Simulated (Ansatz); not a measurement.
# MoS2 in Ansatz: notebook

The runs below take MoS2 through relaxation of cell and atoms, with PBEsol+D3(BJ)-ATM, PBEsol+D4.

Everything below comes from runs of Ansatz 0.2.0. Logs are shortened: lines on timing, memory, paths and dates and some standing lists are left out, and cuts for length are marked.

## Step 1: The slab as given

The cell holds a slab with vacuum, 12 atoms: a = 3.184 Å, b = 3.184 Å, c = 34.479 Å, α = 90.00°, β = 90.00°, γ = 120.00°.

## Step 2: Relaxation of cell and atoms, PBEsol+D3(BJ)-ATM

input.yaml reads:

```yaml
crystal:
  lattice:
    - [3.1837189491, 0.0, 0.0]
    - [-1.5918594745, 2.7571814884, 0.0]
    - [0.0, 0.0, 34.47923848]
  atoms:
    - { symbol: Mo, position: [0.3333333333, 0.6666666667, 0.09355563] }
    - { symbol: Mo, position: [0.3333333333, 0.6666666667, 0.72090303] }
    - { symbol: Mo, position: [0.6666666667, 0.3333333333, 0.27909697] }
    - { symbol: Mo, position: [0.6666666667, 0.3333333333, 0.90644437] }
    - { symbol: S, position: [0.6666666667, 0.3333333333, 0.0485463] }
    - { symbol: S, position: [0.6666666667, 0.3333333333, 0.67591175] }
    - { symbol: S, position: [0.3333333333, 0.6666666667, 0.23408966] }
    - { symbol: S, position: [0.3333333333, 0.6666666667, 0.86143131] }
    - { symbol: S, position: [0.6666666667, 0.3333333333, 0.13856869] }
    - { symbol: S, position: [0.6666666667, 0.3333333333, 0.76591034] }
    - { symbol: S, position: [0.3333333333, 0.6666666667, 0.32408825] }
    - { symbol: S, position: [0.3333333333, 0.6666666667, 0.9514537] }
hamiltonian:
  xc: pbesol
  pseudopotentials: { kind: paw }
  dispersion: d3bjatm
kpoints:
  mp_grid: { grid: [10, 10, 1] }
scf:
  occupations: { method: fermi_dirac, width: 0.05 }
output:
  forces: true
  stress: true
  eigenvalues: true
  write_density: true
  write_potential: true
  elf: true
  volumetric_format: npy
relax:
  f_tol: 0.01
  max_steps: 40
  cell: { stress_tol: 0.05 }
```

Potentials or basis: Ansatz PAW.

Run with:

```console
ansatz run input.yaml --threads 4 --pin off --max-ram 11264MiB --backend cpu --events-out ev --progress --plain --runs-dir out
```

The log of the run:

```text
Warning: RAYON_NUM_THREADS=4 ignored (pool sized by the plan → 4); use --threads N
Engine: ansatz 0.2.0, aarch64-unknown-linux-gnu
Pseudopotentials: kind: paw
Pseudopotential: Mo, paw, valence charge 14, recommended cutoff 420 eV (normal), Mo.paw.azcp
Pseudopotential: S, paw, valence charge 6, recommended cutoff 420 eV (normal), S.paw.azcp
Functional definition: PBEsol
  exchange = pbesol_x
  correlation = pbesol_c
Crystal: 12 atoms, lattice volume = 302.662 Å³
Basis set: ecut = 420 eV, 5935 PW (Γ), exchange–correlation on 48×48×480 points (8 copies of the dense FFT grid, shifted against one another)
Bands: 64, of which v1, the nominal top of the filled ones, is band 52 counted from 1 (51 counted from 0)
Symmetry: 12 space group operations
Space group: P-3m1 (ITA 164), of the structure as read, at distance tolerance 6.7e-5 Å
k-points: 14 of 100
Non-local potential: Mo, projectors of the file, l = 0: 3, l = 1: 2, l = 2: 2, l = 3: 1
Non-local potential: S, projectors of the file, l = 0: 2, l = 1: 2, l = 2: 2
PAW form: soft (Blöchl's): semilocal exchange-correlation on the pseudo side does not see the compensation charge
PAW frozen core: Mo, regenerated for the run's functional, and the local potential with it (the file was generated under x = pbe(κ = 0.804, μ = 0.2195149727645171), c = pbe(β = 0.06672455060314922))
PAW frozen core: S, regenerated for the run's functional, and the local potential with it (the file was generated under x = pbe(κ = 0.804, μ = 0.2195149727645171), c = pbe(β = 0.06672455060314922))
PAW one-centre angular grid: Mo, 590 points (default); XC on 64 Gauss nodes
PAW one-centre angular grid: S, 110 points (default); XC on 64 Gauss nodes
Initial density: superposition of atomic densities (neutral atoms: chi_scale 0, normalization atom), corrected by the library's trained network
Initial wavefunctions: pseudopotential atomic-orbital guess
Functional: x = pbesol(κ = 0.804, μ = 0.12345679012345678), c = pbesol(β = 0.046)
SCF iter   1: F=—  HF=-26684.157853 eV  |F-HF|=—  |Δ(HF+E_count)|=         —  Δρ=5.99e-3  dr2=1.57e-1  ethr=1.77e-3  ⟨swp⟩=7.5  Hψ=4090  notcnv=0
preconditioner: auto → Resta (q_TF=auto, 2.283 Å⁻¹)  ε∞=6.5  [insulator: Δε(μ)=1.107 eV  Ē_g=7.688 eV  σ=0.050 eV  W_gap=1.00  n_scr=30 (ndim 8)  ℏωp=18.1 eV  f_vac=0.272  D(μ)=0.00/eV (n_scr^D=0)  ε∞_Penn≈6.5  vacuum switching on, ρ_ref=4.3e-3 e/Å³]
SCF iter   2: F=—  HF=-26684.157666 eV  |F-HF|=—  |Δ(HF+E_count)|=   1.87e-4  Δρ=3.20e-3  dr2=2.14e-2  ethr=1.51e-4  ⟨swp⟩=2.2  Hψ=1463  notcnv=0  defer=28
SCF iter   3: F=—  HF=-26684.160046 eV  |F-HF|=—  |Δ(HF+E_count)|=   2.38e-3  Δρ=1.69e-3  dr2=5.24e-3  ethr=2.06e-5  ⟨swp⟩=2.0  Hψ=1227  notcnv=0  defer=28
SCF iter   4: F=—  HF=-26684.161878 eV  |F-HF|=—  |Δ(HF+E_count)|=   1.83e-3  Δρ=5.15e-4  dr2=1.23e-3  ethr=5.04e-6  ⟨swp⟩=2.3  Hψ=1414  notcnv=0  defer=28
SCF iter   5: F=—  HF=-26684.161981 eV  |F-HF|=—  |Δ(HF+E_count)|=   1.03e-4  Δρ=1.42e-4  dr2=7.25e-5  ethr=1.18e-6  ⟨swp⟩=2.5  Hψ=1347  notcnv=0  defer=28
SCF iter   6: F=—  HF=-26684.161829 eV  |F-HF|=—  |Δ(HF+E_count)|=   1.52e-4  Δρ=3.42e-5  dr2=7.88e-6  ethr=6.97e-8  ⟨swp⟩=2.1  Hψ=1362  notcnv=0  defer=28
SCF iter   7: F=—  HF=-26684.161831 eV  |F-HF|=—  |Δ(HF+E_count)|=   2.21e-6  Δρ=1.18e-5  dr2=1.76e-6  ethr=7.58e-9  ⟨swp⟩=2.0  Hψ=1269  notcnv=0  defer=28
SCF iter   8: F=—  HF=-26684.161832 eV  |F-HF|=—  |Δ(HF+E_count)|=   5.33e-7  Δρ=1.27e-5  dr2=1.23e-6  ethr=1.69e-9  ⟨swp⟩=2.0  Hψ=1296  notcnv=0  defer=28
SCF iter   9: F=—  HF=-26684.161831 eV  |F-HF|=—  |Δ(HF+E_count)|=   1.48e-7  Δρ=4.47e-6  dr2=1.28e-7  ethr=1.18e-9  ⟨swp⟩=2.0  Hψ=1190  notcnv=0  defer=28
SCF iter  10: F=-26684.161831 eV  HF=-26684.161831 eV  |F-HF|=1.67e-8  |Δ(HF+E_count)|=   1.23e-8  Δρ=1.28e-6  dr2=2.45e-8  ethr=9.62e-11  ⟨swp⟩=16.0  Hψ=7165  notcnv=0
SCF 1 converged in 10 iterations: F = -26684.161831 eV  dr2 = 2.45e-8
relax step   1: F+E_penalty+E_count = -26684.16183137 eV  Δ(F+E_penalty+E_count) = +0.000e0 eV  max|allowed force component| = 2.099e-1 eV/Å  Δτ_max = 0.0000 Å  P = -4.033 GPa  Ω = 302.662 Å³  (10 SCF iters, dr2 threshold 1.00e-7 eV, accepted)
Crystal: 12 atoms, lattice volume = 266.949 Å³
Basis set: ecut = 420 eV, 5163 PW (Γ), exchange–correlation on 48×48×480 points (8 copies of the dense FFT grid, shifted against one another)
Initial density: handed on by an earlier stage of this run
Initial wavefunctions: those handed on with the density
iter 1 solved again at ethr=3.18e-4 eV; its pass at ethr=3.10e-3 eV (dr2=3.30e-1 eV) is discarded
SCF iter   1: F=—  HF=-26684.349043 eV  |F-HF|=—  |Δ(HF+E_count)|=         —  Δρ=1.14e-2  dr2=3.32e-1  ethr=3.18e-4  ⟨swp⟩=2.4  Hψ=5306  notcnv=0
[... 74 lines left out ...]
Free energy (F): -26684.538413 eV
Harris-Foulkes:  -26684.538413 eV  (|F-HF|=5.09e-11)
Internal energy: -26684.538392 eV  (E = F + TS)
E sigma→0 (E₀):  -26684.538402 eV
Entropy (-TS):   -0.000022 eV (-0.002 meV/atom)
Fermi energy:    7.791181 eV
--- Per-component energies (eV) ---
  E_band       = -997.480283
  E_kinetic    = 2633.267749
  E_local      = -58581.865994  (includes V_loc(G=0)·N_el)
  E_nonlocal   = 806.279204
  E_hartree    = 28193.535035
  E_xc         = -1506.102400
  E_vxc        = -1622.805900  (∫ρ·V_xc dr)
  E_paw        = -17248.034702  (= ΣΔE_a)
  E_vpaw       = -619.425825  (= ΣTr[D̂ρ^β])
  E_aug_tail   = 0.000125  (compensation charges beyond the density's cutoff)
  E_ewald      = 19021.045339
  E_disp       = -3.995540  (pairwise vdW)
  E_core_change = 1.332792  (= ΣΔE_core)
  E_smearing   = -0.000022  (= −TS)
  E_closure    = 0.000000  (closes the sum)
  Σ components = -26684.538413   (vs F -26684.538413, Δ=0.00e0)
--- Forces (eV/Å), atoms counted from 1 ---
  atom   1  Mo    -0.00000000    -0.00000000     0.00161580
  atom   2  Mo    -0.00000000    -0.00000000     0.00028114
  atom   3  Mo     0.00000000     0.00000000    -0.00028114
  atom   4  Mo     0.00000000     0.00000000    -0.00161580
  atom   5  S      0.00000000     0.00000000     0.00128099
  atom   6  S      0.00000000     0.00000000    -0.00037914
  atom   7  S     -0.00000000    -0.00000000    -0.00061391
  atom   8  S     -0.00000000    -0.00000000    -0.00156588
  atom   9  S      0.00000000     0.00000000     0.00156588
  atom  10  S      0.00000000     0.00000000     0.00061391
  atom  11  S     -0.00000000    -0.00000000     0.00037914
  atom  12  S     -0.00000000    -0.00000000    -0.00128099
  max |Σ_I F_I| component: 9.25e-18 eV/Å
--- Stress (GPa, compression-positive) ---
        0.000610       0.000000      -0.000000
        0.000000       0.000610      -0.000000
       -0.000000      -0.000000      -0.014788
  P = ⅓ Tr σ = -0.0045 GPa (-0.045 kbar)
--- Band table (eV; the first three rows and the last of 14) ---
  k-point 0: bands = ["-54.0107", "-54.0107", "-54.0068", "-54.0068", "-28.2369", "-28.2368", "-28.2334", "-28.2334", "-27.9416", "-27.9416", "-27.9416", "-27.9416", "-27.9355", "-27.9355", "-27.9355", "-27.9355", "-7.9068", "-7.7933", "-7.6450", "-7.5219", "-6.6338", "-6.4106", "-6.1910", "-6.0368", "0.1332", "0.4701", "0.9154", "1.3182", "3.6834", "4.0435", "4.0435", "4.0539", "4.0539", "4.0724", "4.0724", "4.0732", "4.0732", "4.2929", "5.0290", "5.1965", "5.1965", "5.2265", "5.2265", "5.2558", "5.2558", "5.2677", "5.2677", "5.7972", "6.1759", "6.9217", "7.2611", "7.4537", "9.5646", "9.5646", "9.5730", "9.5730", "9.5988", "9.5988", "9.6185", "9.6185", "9.7438", "9.7438", "9.8350", "9.8350"]
  k-point 1: bands = ["-54.0059", "-54.0059", "-54.0020", "-54.0020", "-28.2277", "-28.2276", "-28.2241", "-28.2241", "-27.9880", "-27.9880", "-27.9818", "-27.9818", "-27.9521", "-27.9521", "-27.9459", "-27.9459", "-7.7434", "-7.6315", "-7.4844", "-7.3608", "-6.5517", "-6.3358", "-6.1264", "-5.9807", "0.3127", "0.6409", "1.0816", "1.4904", "3.4003", "3.6846", "3.7033", "3.7285", "3.7331", "3.9241", "4.2071", "4.2225", "4.2425", "4.2451", "4.3849", "4.6127", "4.9418", "4.9753", "5.0074", "5.0215", "5.3433", "5.4041", "5.5900", "6.0153", "6.1958", "6.8110", "7.0089", "7.1060", "9.4173", "9.4303", "9.4401", "9.4504", "9.4625", "9.5164", "9.5230", "9.5745", "9.5946", "9.6154", "9.6919", "9.7996"]
  k-point 2: bands = ["-53.9933", "-53.9933", "-53.9894", "-53.9894", "-28.2034", "-28.2033", "-28.2000", "-28.2000", "-28.1078", "-28.1078", "-28.1014", "-28.1014", "-27.9793", "-27.9793", "-27.9731", "-27.9731", "-7.2853", "-7.1802", "-7.0390", "-6.9156", "-6.3213", "-6.1278", "-5.9485", "-5.8275", "0.7357", "1.0236", "1.4224", "1.8134", "2.7913", "2.9146", "2.9457", "3.0712", "3.0805", "3.3257", "3.5745", "3.6852", "4.3941", "4.4284", "4.4680", "4.4917", "4.6482", "4.6797", "4.7045", "4.7114", "5.2033", "5.3259", "5.5639", "5.8823", "6.0295", "6.2317", "6.2376", "6.2532", "8.7447", "8.8916", "9.1019", "9.1449", "9.2439", "9.3106", "9.3648", "9.3972", "9.4610", "9.6628", "9.7866", "9.8784"]
  k-point 13: bands = ["-53.9547", "-53.9547", "-53.9509", "-53.9509", "-28.3152", "-28.3152", "-28.3085", "-28.3085", "-28.2117", "-28.2117", "-28.2052", "-28.2052", "-28.1290", "-28.1290", "-28.1258", "-28.1258", "-5.3800", "-5.3731", "-5.3728", "-5.2880", "-5.2820", "-5.2819", "-5.2705", "-5.2705", "0.9135", "0.9833", "1.0679", "1.1317", "1.3951", "1.4976", "1.5826", "1.5871", "2.5701", "2.5760", "2.5833", "2.6499", "2.8006", "2.8530", "2.9785", "3.2179", "3.3266", "3.5965", "3.7232", "3.8414", "4.4556", "4.4936", "4.6545", "4.8745", "6.4146", "6.4852", "6.5702", "6.6350", "8.6379", "8.6788", "8.7181", "8.7434", "9.0804", "9.4225", "9.8389", "10.1411", "10.1711", "10.3104", "10.3260", "10.3434"]
--- Relaxed structure (5 steps of the walk, 5 accepted, 1 SCFs on fresh bases) ---
  F+E_penalty+E_count = -26684.53841330 eV   max|allowed force component| = 1.616e-3 eV/Å   (the final SCF, on the basis selected at the relaxed cell)
  cell:  # Å, volume = 272.9738 Å³
    - [3.1154178642763792, -2.824830267729139e-11, -8.118344613155999e-18]
    - [-1.557708932113726, 2.6980310138813293, 8.118344613155996e-18]
    - [-8.792055594575651e-17, 5.076095664364695e-17, 32.47564553252155]
  atoms:
    - { symbol: Mo, position: [0.3333333333333333, 0.6666666666666665, 0.09073243193685158] }
    - { symbol: Mo, position: [0.33333333333333326, 0.6666666666666665, 0.7275578381237842] }
    - { symbol: Mo, position: [0.6666666666666666, 0.33333333333333326, 0.2724421618762155] }
    - { symbol: Mo, position: [0.6666666666666666, 0.33333333333333326, 0.9092675680631481] }
    - { symbol: S, position: [0.6666666666666666, 0.33333333333333326, 0.042623047080524376] }
    - { symbol: S, position: [0.6666666666666666, 0.33333333333333326, 0.6794147941287352] }
    - { symbol: S, position: [0.3333333333333333, 0.6666666666666665, 0.22430317739562378] }
    - { symbol: S, position: [0.33333333333333326, 0.6666666666666665, 0.8611578244660301] }
    - { symbol: S, position: [0.6666666666666666, 0.33333333333333326, 0.1388421755339696] }
    - { symbol: S, position: [0.6666666666666666, 0.33333333333333326, 0.775696822604376] }
    - { symbol: S, position: [0.3333333333333333, 0.6666666666666665, 0.32058520587126466] }
    - { symbol: S, position: [0.33333333333333326, 0.6666666666666665, 0.9573769529194753] }
```

It took 40 s on 4 threads of Arm Neoverse V1, shared host; peak memory 0.88 GiB.

Results:

* Free energy: -26684.5384 eV
* Relaxed volume: 22.75 Å³/atom
* Relaxed cell: a = 3.115 Å, b = 3.115 Å, c = 32.476 Å, α = 90.00°, β = 90.00°, γ = 120.00°
* Space group after relaxing (to 0.05 Å): P-3m1 (No. 164)
* Energy gained by relaxing: 31.4 meV/atom
* Ionic steps: 6
* Band gap on the k mesh: 0.77 eV, indirect (least direct gap 2.00 eV)

Step by step:
```csv
step,energy change (eV),largest force (eV/Å),volume (Å³)
1,0.0000,0.2099,302.66
2,-0.0920,0.3135,266.95
3,-0.3720,0.1976,272.86
4,-0.3756,0.0437,274.83
5,-0.3783,0.0016,272.97
6,-0.3766,0.0016,272.97
```

Final structure:
```yaml
crystal:
  lattice:
    - [3.11542, 0.00000, 0.00000]
    - [-1.55771, 2.69803, 0.00000]
    - [0.00000, 0.00000, 32.47565]
  atoms:
    - { symbol: Mo, position: [0.33333, 0.66667, 0.09073] }
    - { symbol: Mo, position: [0.33333, 0.66667, 0.72756] }
    - { symbol: Mo, position: [0.66667, 0.33333, 0.27244] }
    - { symbol: Mo, position: [0.66667, 0.33333, 0.90927] }
    - { symbol: S, position: [0.66667, 0.33333, 0.04262] }
    - { symbol: S, position: [0.66667, 0.33333, 0.67941] }
    - { symbol: S, position: [0.33333, 0.66667, 0.22430] }
    - { symbol: S, position: [0.33333, 0.66667, 0.86116] }
    - { symbol: S, position: [0.66667, 0.33333, 0.13884] }
    - { symbol: S, position: [0.66667, 0.33333, 0.77570] }
    - { symbol: S, position: [0.33333, 0.66667, 0.32059] }
    - { symbol: S, position: [0.33333, 0.66667, 0.95738] }
```

Caveat: the plane-wave basis is chosen anew once the cell has moved, so the energies of steps on either side of that aren't comparable; the PAW data sets come from PBE, with cores solved anew for the run's functional, which leaves a small shift of forces and pressure. As with any semilocal functional, this PBEsol gap is likely too small.

## Step 3: Relaxation of cell and atoms, PBEsol+D4

Edit input.yaml of step 2 so:

```diff
@@ -21,3 +21,3 @@
   pseudopotentials: { kind: paw }
-  dispersion: d3bjatm
+  dispersion: d4
 kpoints:
```

Potentials or basis: Ansatz PAW.

Run with:

```console
ansatz run input.yaml --threads 4 --pin off --max-ram 11264MiB --backend cpu --events-out ev --progress --plain --runs-dir out
```

Wall time 37 s (4 threads of Arm Neoverse V1, shared host); peak memory 0.89 GiB.

The run converged. Its results:

```yaml
Free_energy: -26683.4281 eV
Relaxed_volume: 23.15 Å³/atom
Relaxed_cell: a = 3.123 Å, b = 3.123 Å, c = 32.886 Å, α = 90.00°, β = 90.00°, γ = 120.00°
Space_group_after_relaxing_to_0.05_Å: P-3m1 (No. 164)
Energy_gained_by_relaxing: 22.5 meV/atom
Ionic_steps: 6
Band_gap_on_the_k_mesh: 0.85 eV, indirect (least direct gap 1.99 eV)
```

Step by step:
| step | energy change (eV) | largest force (eV/Å) | volume (Å³) |
| --- | --- | --- | --- |
| 1 | 0.0000 | 0.1993 | 302.66 |
| 2 | -0.0111 | 0.3292 | 269.04 |
| 3 | -0.2678 | 0.1550 | 278.45 |
| 4 | -0.2709 | 0.0477 | 278.44 |
| 5 | -0.2716 | 0.0012 | 277.79 |
| 6 | -0.2701 | 0.0010 | 277.79 |

Final structure:
```xyz
12
Lattice="3.1231 0.0000 0.0000 -1.5616 2.7047 0.0000 0.0000 0.0000 32.8856" Properties=species:S:1:pos:R:3 pbc="T T T"
Mo    0.0000    1.8031    2.9798
Mo    0.0000    1.8031   23.9407
Mo    1.5616    0.9016    8.9449
Mo    1.5616    0.9016   29.9058
S     1.5616    0.9016    1.4188
S     1.5616    0.9016   22.3794
S     0.0000    1.8031    7.3830
S     0.0000    1.8031   28.3448
S     1.5616    0.9016    4.5409
S     1.5616    0.9016   25.5027
S     0.0000    1.8031   10.5062
S     0.0000    1.8031   31.4668
```

Levels at points of the mesh, in eV from the valence-band top:
| k point | band 49 | band 50 | band 51 | band 52 | band 53 | band 54 | band 55 | band 56 |
| --- | --- | --- | --- | --- | --- | --- | --- | --- |
| (0.00, 0.00, 0.00) | -1.20 | -0.54 | -0.19 | 0.00 | 2.15 | 2.15 | 2.16 | 2.16 |
| (0.00, -0.50, 0.00) | -1.49 | -1.46 | -1.41 | -1.39 | 1.69 | 1.71 | 1.73 | 1.75 |

Caveat: the plane-wave basis is chosen anew once the cell has moved, so the energies of steps on either side of that aren't comparable; the PAW data sets come from PBE, with cores solved anew for the run's functional, which leaves a small shift of forces and pressure. PBEsol gaps usually lie below the measured ones, often by a third to a half.
